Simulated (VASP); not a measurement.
# Ru (P6_3/mmc) in VASP: a series of runs

One crystal, Ru, is run at these levels: PBEsol, LDA, PBE; tasks: relaxation of cell and atoms.

All numbers are computed with VASP 6.6.1; they aren't measurements. Logs are shortened: lines on timing, memory, paths and dates and some standing lists are left out, and cuts for length are marked.

## Step 1: The crystal as given

The structure is hexagonal, space group P6_3/mmc (No. 194). Conventional cell: a = 2.708 Å, b = 2.708 Å, c = 4.268 Å, α = 90.00°, β = 90.00°, γ = 120.00°. Around Ru (site symmetry -6m2) lie 12 Ru at 2.65 to 2.71 Å.

## Step 2: Relaxation of cell and atoms, PBEsol

INCAR reads:

```
ALGO = Normal ; EDIFF = 1E-7
EDIFFG = -0.005 ; ENCUT = 600
GGA = PS ; IBRION = 2
ISIF = 3 ; ISMEAR = 0
LASPH = T ; LCHARG = F
LREAL = F ; LWAVE = F
NELM = 80 ; NSW = 90
PREC = Accurate ; SIGMA = 0.1
```

KPOINTS reads:

```
k-points
0
Gamma
  18 18 10
```

POSCAR reads:

```
Ru
1.0
    2.7078263400      0.0000000000      0.0000000000
   -1.3539131700      2.3450464000      0.0000000000
    0.0000000000      0.0000000000      4.2681017800
Ru
2
Direct
    0.3333333300      0.6666666700      0.2500000000
    0.6666666700      0.3333333300      0.7500000000
```

Potentials or basis: VASP PAW PBE potentials, release 64 (Ru_pv).

Started as:

```bash
cat potpaw_PBE.64/Ru_pv/POTCAR > POTCAR
mpirun -np 1 vasp_std > vasp.out
```

OUTCAR:

```text
EDIFF = 1E-7
   EDIFFG = -0.005
   ENCUT = 600
   GGA = PS
   IBRION = 2
   ISIF = 3
   ISMEAR = 0
   LASPH = T
   LREAL = F
   NELM = 80
   NSW = 90
   PREC = Accurate

 ion  position               nearest neighbor table
   1  0.333  0.667  0.250-   2 2.65   2 2.65   2 2.65   2 2.65   2 2.65   2 2.65
   2  0.667  0.333  0.750-   1 2.65   1 2.65   1 2.65   1 2.65   1 2.65   1 2.65

  LATTYP: Found a hexagonal cell.
 ALAT       =     2.7078263400
 C/A-ratio  =     1.5762095659

  Lattice vectors:

 A1 = (   2.7078263400,   0.0000000000,   0.0000000000)
 A2 = (  -1.3539131700,   2.3450464000,   0.0000000000)
 A3 = (   0.0000000000,   0.0000000000,   4.2681017800)

Analysis of symmetry for initial positions (statically):
=====================================================================
 Subroutine PRICEL returns:
 Original cell was already a primitive cell.

 Routine SETGRP: Setting up the symmetry group for a
 hexagonal supercell.

 Subroutine GETGRP returns: Found 24 space group operations
 (whereof 12 operations were pure point group operations)
 out of a pool of 24 trial point group operations.

The static configuration has the point symmetry D_3d.
 The point group associated with its full space group is D_6h.

Analysis of symmetry for dynamics (positions and initial velocities):
=====================================================================
 Subroutine PRICEL returns:
 Original cell was already a primitive cell.

 Routine SETGRP: Setting up the symmetry group for a
 hexagonal supercell.

 Subroutine GETGRP returns: Found 24 space group operations
 (whereof 12 operations were pure point group operations)
 out of a pool of 24 trial point group operations.

The dynamic configuration has the point symmetry D_3d.
 The point group associated with its full space group is D_6h.

 Subroutine INISYM returns: Found 24 space group operations
 (whereof 12 operations are pure point group operations),
 and found     1 'primitive' translations

----------------------------------------------------------------------------------------

                                     Primitive cell

  volume of cell :      27.1024

  direct lattice vectors                    reciprocal lattice vectors
     2.707826340  0.000000000  0.000000000     0.369299901  0.213215397  0.000000000
    -1.353913170  2.345046400  0.000000000     0.000000000  0.426430795  0.000000000
     0.000000000  0.000000000  4.268101780     0.000000000  0.000000000  0.234296193

  length of vectors
     2.707826340  2.707826340  4.268101780     0.426430795  0.426430795  0.234296193

  position of ions in fractional coordinates (direct lattice)
     0.333333330  0.666666670  0.250000000
     0.666666670  0.333333330  0.750000000

  ion indices of the primitive-cell ions
   primitive index   ion index
                 1           1
                 2           2

----------------------------------------------------------------------------------------

 KPOINTS: k-points

Automatic generation of k-mesh.
 Grid dimensions read from file:
 generate k-points for:   18   18   10

 Generating k-lattice:

  Cartesian coordinates                     Fractional coordinates (reciprocal lattice)
     0.020516661  0.011845300  0.000000000     0.055555556  0.000000000  0.000000000
     0.000000000  0.023690600  0.000000000     0.000000000  0.055555556  0.000000000
     0.000000000  0.000000000  0.023429619     0.000000000  0.000000000  0.100000000

  Length of vectors
     0.023690600  0.023690600  0.023429619

  Shift w.r.t. Gamma in fractional coordinates (k-lattice)
     0.000000000  0.000000000  0.000000000

 Subroutine IBZKPT returns following result:
 ===========================================

 Found    222 irreducible k-points:

 Following reciprocal coordinates:
            Coordinates               Weight
  0.000000  0.000000  0.000000      1.000000
  0.055556  0.000000  0.000000      6.000000
  0.111111  0.000000  0.000000      6.000000
  0.166667 -0.000000  0.000000      6.000000
  0.222222  0.000000  0.000000      6.000000
  0.277778  0.000000  0.000000      6.000000
[... 16 lines left out ...]
  0.333333  0.111111  0.000000     12.000000
  0.388889  0.111111  0.000000     12.000000
 [... further k-points ...]
   k-points           NKPTS =    222   k-points in BZ     NKDIM =    222   number of bands    NBANDS=     18
   number of dos      NEDOS =    301   number of ions     NIONS =      2
   total plane-waves  NPLWV =  20736
   dimension x,y,z NGX =    24 NGY =   24 NGZ =   36
   dimension x,y,z NGXF=    48 NGYF=   48 NGZF=   72
   ions per type =               2
   NGX,Y,Z   is equivalent  to a cutoff of  14.73, 14.73, 14.02 a.u.
   NGXF,Y,Z  is equivalent  to a cutoff of  29.47, 29.47, 28.04 a.u.
 SYSTEM =  unknown system
   PREC   = accura    normal or accurate (medium, high low for compatibility)
   ISTART =      0    job   : 0-new  1-cont  2-samecut
   ICHARG =      2    charge: 1-file 2-atom 10-const
   ISPIN  =      1    spin polarized calculation?
   LNONCOLLINEAR =      F non collinear calculations
   LSORBIT =      F    spin-orbit coupling
   LASPH  =      T    aspherical Exc in radial PAW
   ENCUT  =  600.0 eV  44.10 Ry    6.64 a.u.   5.41  5.41  8.52*2*pi/ulx,y,z
   NELM   =     80;   NELMIN=  2; NELMDL= -5     # of ELM steps
   EDIFF  = 0.1E-06   stopping-criterion for ELM
   LREAL  =      F    real-space projection
   EDIFFG = -.5E-02   stopping-criterion for IOM
   NSW    =     90    number of steps for IOM
   IBRION =      2    ionic relax: 0-MD 1-quasi-New 2-CG
   NFREE  =      1    steps in history (QN), initial steepest desc. (CG)
   ISIF   =      3    stress and relaxation
   ISYM   =      2    0-nonsym 1-usesym 2-fastsym
   POTIM  = 0.5000    time-step for ionic-motion
   TEBEG  =    0.0;   TEEND  =   0.0 temperature during run
   PSTRESS=    0.0 pullay stress
   NELECT =      28.0000    total number of electrons
   NUPDOWN=      -1.0000    fix difference up-down
   EMIN   =  10.00;   EMAX   =-10.00  energy-range for DOS
   EFERMI =   0.00;   METHOD = LEGACY
   ISMEAR =     0;   SIGMA  =   0.10  broadening in eV -4-tet -1-fermi 0-gaus
   EFERMI_NEDOS =   21; number of points for ismear=-14 and -15
   IALGO  =     38    algorithm
   IMIX   =      4    mixing-type and parameters
     AMIX     =   0.40;   BMIX     =  1.00
     AMIX_MAG =   1.60;   BMIX_MAG =  1.00
  volume/ion in A,a.u.               =      13.55        91.45
  Fermi-wavevector in a.u.,A,eV,Ry     =   1.654977  3.127452 37.265640  2.738947
  Thomas-Fermi vector in A             =   2.743152
   LORBIT       =      0    0 simple, 1 ext, 2 COOP (PROOUT), +10 PAW based schemes
   GGA     = PS    functional components
   LHFCALC =     F    Hartree Fock is set to
   AEXX    =    0.0000 exact exchange contribution
   IVDW    =     0    specifies the selected vdW correction
   LEPSILON=     F    determine dielectric tensor
   LRPA    =     F    only Hartree local field effects (RPA)
 conjugate gradient relaxation of ions
 non-spin polarized calculation
 Gauss-broadening in eV      SIGMA  =   0.10
  energy-cutoff  :      600.00
  volume of cell :       27.10
 maximum number of plane-waves:       935
 NGX is ok and might be reduce to    24
   NGX = 11   NGY = 11   NGZ = 17

--------------------------------------- Ionic step        1  -------------------------------------------

 number of electron      28.0000001 magnetization

 Free energy of the ion-electron system (eV)
  ---------------------------------------------------
  ext. energy  EPLUGINS =         0.00000000
  ---------------------------------------------------
  free energy    TOTEN  =       -20.33722003 eV

  energy without entropy =      -20.32807256  energy(sigma->0) =      -20.33264629

------------------------ aborting loop because EDIFF is reached ----------------------------------------

  FORCE on cell =-STRESS in cart. coord.  units (eV):
  Direction    XX          YY          ZZ          XY          YZ          ZX
  --------------------------------------------------------------------------------------
  -------------------------------------------------------------------------------------
  Total       -1.0431679     -1.0431679     -0.8773542     -0.0000000      0.0000000      0.0000000
  in kB      -61.6677063    -61.6677064    -51.8654920     -0.0000000      0.0000000      0.0000000
  external PRESSURE =     -58.4003016 kB  Pullay stress =       0.0000000 kB
[... 89 lines left out ...]
  FREE ENERGIE OF THE ION-ELECTRON SYSTEM (eV)
  ---------------------------------------------------
  free  energy   TOTEN  =       -20.3460275061 eV

  energy  without entropy=      -20.3371170712  energy(sigma->0) =      -20.34157229

[... ionic steps 4 to 8 ...]

--------------------------------------- Ionic step        9  -------------------------------------------

 number of electron      27.9999996 magnetization

------------------------ aborting loop because EDIFF is reached ----------------------------------------

  FORCE on cell =-STRESS in cart. coord.  units (eV):
  Direction    XX          YY          ZZ          XY          YZ          ZX
  --------------------------------------------------------------------------------------
  -------------------------------------------------------------------------------------
  Total        0.0215030      0.0215030      0.0168992     -0.0000000     -0.0000000     -0.0000000
  in kB        1.2941215      1.2941215      1.0170536     -0.0000000     -0.0000000     -0.0000000
  external PRESSURE =       1.2017656 kB  Pullay stress =       0.0000000 kB
[... 57 lines left out ...]
  energy  without entropy=      -20.3372663829  energy(sigma->0) =      -20.34169566

--------------------------------------- Ionic step       11  -------------------------------------------

 number of electron      27.9999996 magnetization

 Free energy of the ion-electron system (eV)
  ---------------------------------------------------
  ext. energy  EPLUGINS =         0.00000000
  ---------------------------------------------------
  free energy    TOTEN  =       -20.34614349 eV

  energy without entropy =      -20.33729613  energy(sigma->0) =      -20.34171981

 E-fermi :  13.0515     XC(G=0): -14.4010

 val. band max:       13.0481933981   @ k =   0.1667  -0.0000   0.4000
 cond. band min:      13.0514855286   @ k =   0.1667   0.1111   0.3000
 fundamental gap:      0.0032921305
 Fermi energy:        13.0514720623

 k-point     1 :       0.0000    0.0000    0.0000
  band No.  band energies     occupation
      1     -30.6201      2.00000
      2     -29.6179      2.00000
      3     -29.6179      2.00000
      4     -29.4355      2.00000
      5     -29.4355      2.00000
      6     -29.3916      2.00000
[... 10 lines left out ...]
     17      14.2882      0.00000
     18      14.3254      0.00000
[... 466 lines left out ...]
      2     -30.1717      2.00000
      3     -30.1048      2.00000
      4     -29.9051      2.00000
      5     -29.7031      2.00000
      6     -29.6201      2.00000
[... 10 lines left out ...]
     17      16.9036      0.00000
     18      20.5958      0.00000

 [... further k-points ...]

------------------------ aborting loop because EDIFF is reached ----------------------------------------

  FORCE on cell =-STRESS in cart. coord.  units (eV):
  Direction    XX          YY          ZZ          XY          YZ          ZX
  --------------------------------------------------------------------------------------
  -------------------------------------------------------------------------------------
  Total        0.0031515      0.0031515     -0.0013786     -0.0000000     -0.0000000      0.0000000
  in kB        0.1896021      0.1896021     -0.0829399     -0.0000000     -0.0000000      0.0000000
  external PRESSURE =       0.0987547 kB  Pullay stress =       0.0000000 kB
[... 17 lines left out ...]
  FREE ENERGIE OF THE ION-ELECTRON SYSTEM (eV)
  ---------------------------------------------------
  free  energy   TOTEN  =       -20.3461434925 eV

  energy  without entropy=      -20.3372961285  energy(sigma->0) =      -20.34171981

 reached required accuracy - stopping structural energy minimisation
```

Run time: 3.9 min. Hardware: 1 thread of Intel Xeon 6975P-C (Granite Rapids), shared host; peak memory 0.26 GiB.

Results:

```
Free energy                            : -20.3461 eV
Relaxed volume                         : 13.32 Å³/atom
Relaxed cell                           : a = 2.689 Å, b = 2.689 Å, c = 4.252 Å, α = 90.00°, β = 90.00°, γ = 120.00°
Space group after relaxing (to 0.05 Å) : P6_3/mmc (No. 194)
Energy gained by relaxing              : 4.5 meV/atom
Ionic steps                            : 11
Pressure after relaxing                : 0.0 GPa
Band gap on the k mesh                 : none (metal or under the smearing width)
```

The path:
```
step  energy change (eV)  largest force (eV/Å)  pressure (GPa)  volume (Å³)
   1              0.0000                0.0000           -5.84        27.10
   2              0.0829                0.0000           21.86        25.21
   3             -0.0088                0.0000           -0.10        26.64
   4             -0.0088                0.0000            0.03        26.63
   5             -0.0088                0.0000            0.15        26.62
   6             -0.0089                0.0000            0.11        26.62
   7             -0.0089                0.0000            0.11        26.62
   8             -0.0089                0.0000            0.12        26.62
   9             -0.0089                0.0000            0.12        26.62
  10             -0.0089                0.0000           -0.28        26.65
  11             -0.0089                0.0000            0.01        26.63
```

Final structure:
```
CELL_PARAMETERS angstrom
2.68923 0.00000 0.00000
-1.34462 2.32894 0.00000
0.00000 0.00000 4.25201
ATOMIC_POSITIONS crystal
Ru 0.33333 0.66667 0.25000
Ru 0.66667 0.33333 0.75000
```

Levels at points of the mesh, in eV from the Fermi level:
```csv
k point,band 11,band 12,band 13,band 14,band 15,band 16,band 17,band 18
"(0.00, 0.00, 0.00)",-2.48,-1.97,-1.97,-1.43,-1.43,1.24,1.24,1.27
"(0.50, 0.00, 0.00)",-2.13,-1.86,-1.56,1.49,1.93,2.01,4.17,6.24
"(0.00, 0.00, 0.50)",-2.85,-2.85,-2.79,-2.79,0.58,0.58,0.58,0.58
"(0.50, 0.00, 0.50)",-1.09,-1.09,0.45,0.45,1.76,1.76,3.45,3.45
```

Caveat: the PAW data sets were made with another functional, which shifts forces and pressure a little.

(Continued in part 2 of 3.)
